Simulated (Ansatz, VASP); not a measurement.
## One calculation of V, two programs

```
CELL_PARAMETERS angstrom
3.50328 0.00000 0.00000
-1.75164 3.03393 0.00000
0.00000 0.00000 3.98132
ATOMIC_POSITIONS crystal
V 0.21700 0.00000 0.16667
V 0.00000 0.21700 0.83333
V 0.78300 0.78300 0.50000
```

Alike in both runs: task single point; functional PBE; k mesh 6 × 6 × 4; occupations gaussian, width 0.1 eV; collinear spin.

```csv
,VASP,Ansatz
version,VASP 6.6.1,Ansatz 0.2.0
potentials or method,"VASP PAW PBE potentials, release 64 (V_sv)","scalar-relativistic, plane waves, PAW"
plane-wave cutoff (eV),520,420
valence electrons in the cell,39,39
```

Ansatz gave:

| Item | Value |
| --- | --- |
| gap on the k mesh at the Fermi level (eV) | none |
| rms of the force components (eV/Å) | 2.546 |
| net moment per atom (μB) | 0.00 |

**Question.** Estimate VASP's values.

**Answer.** gap on the k mesh at the Fermi level (eV): none; rms of the force components (eV/Å): 3.504; net moment per atom (μB): 0.00.

Atom by atom the forces differ by 0.958 eV/Å (rms over components). A gap of «none» marks a metal or a gap that the smearing closes. With one functional, cell and mesh, what is left measures potentials, basis and numerics. Ansatz warned: «seeded_moment_not_kept».

Caveats: the k mesh is coarse (spacing up to 0.39 Å⁻¹), so the values aren't converged; forces of over 1 eV/Å show positions far from the minimum, so gaps and moduli don't describe the material at rest.
